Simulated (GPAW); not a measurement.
The system is ZnS (Wurtzite-2H).

```
Zn S
1.0
     3.81100    0.00000    0.00000
    -1.90550    3.30042    0.00000
     0.00000    0.00000    6.23400
Zn S
2 2
Direct
  0.66667 0.33333 0.50000
  0.33333 0.66667 0.00000
  0.66667 0.33333 0.88500
  0.33333 0.66667 0.38500
```

| Property | Result |
| --- | --- |
| Program | GPAW 26.7.0 |
| Task | relaxation of cell and atoms |
| Functional | revPBE |
| Dispersion | D3(BJ) |
| Potentials or basis | the program's PAW data sets (release 1.2.1) made for this functional |
| Cutoff | 600 eV |
| Basis | pw |
| k mesh | 8 × 8 × 5 |
| Occupations | fermi-dirac, width 0.05 eV |
| Spin | no spin polarisation |

At the start: pressure -1.2 GPa; volume 19.60 Å³/atom.

Question: Where does the relaxation end?

Answer: Over 8 steps the energy falls by 7.4 meV/atom and the volume is 19.24 Å³/atom (-1.8 %); space group P6_3mc (No. 186, to 0.05 Å).

The path:
| step | energy change (eV) | largest force (eV/Å) | pressure (GPa) | volume (Å³) |
| --- | --- | --- | --- | --- |
| 1 | 0.0000 | 0.3444 | -1.18 | 78.41 |
| 2 | -0.0077 | 0.2949 | -1.12 | 78.29 |
| 3 | -0.0258 | 0.0859 | -0.45 | 77.47 |
| 4 | -0.0271 | 0.0047 | -0.56 | 77.57 |
| 5 | -0.0275 | 0.0062 | -0.49 | 77.50 |
| 6 | -0.0290 | 0.0142 | 0.18 | 76.83 |
| 7 | -0.0291 | 0.0130 | 0.18 | 76.83 |
| 8 | -0.0296 | 0.0014 | 0.02 | 76.96 |

Final structure:
```
Zn S
1.0
     3.78014    0.00000    0.00000
    -1.89007    3.27369    0.00000
     0.00000    0.00000    6.21928
Zn S
2 2
Direct
  0.66667 0.33333 0.50586
  0.33333 0.66667 0.00586
  0.66667 0.33333 0.87914
  0.33333 0.66667 0.37914
```

Caveat: later steps reuse the first step's grids.
